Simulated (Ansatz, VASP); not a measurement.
## LiH: VASP beside Ansatz

```xyz
2
Lattice="0.0256 2.0030 2.0030 2.0030 0.0256 2.0030 2.0286 2.0286 0.0000" Properties=species:S:1:pos:R:3 pbc="T T T"
Li    0.0000    0.0000    0.0000
H     2.0286    2.0286    2.0030
```

Change from the starting cell: shear_xy strain +2.6%.

Alike in both runs: task single point; functional r2SCAN; k mesh 10 × 10 × 10; no spin polarisation.

|  | VASP | Ansatz |
| --- | --- | --- |
| version | VASP 6.6.1 | Ansatz 0.2.0 |
| potentials or method | VASP PAW PBE potentials, release 64 (Li_sv, H) | plane waves, PAW |
| plane-wave cutoff (eV) | 520 | 500 |
| occupations | gaussian, width 0.01 eV | fixed |
| valence electrons in the cell | 4 | 4 |

```tsv
	VASP	Ansatz	Ansatz less VASP
gap on the k mesh at the Fermi level (eV)	3.58	3.62	+0.049
```

 A k mesh can miss the band edges.
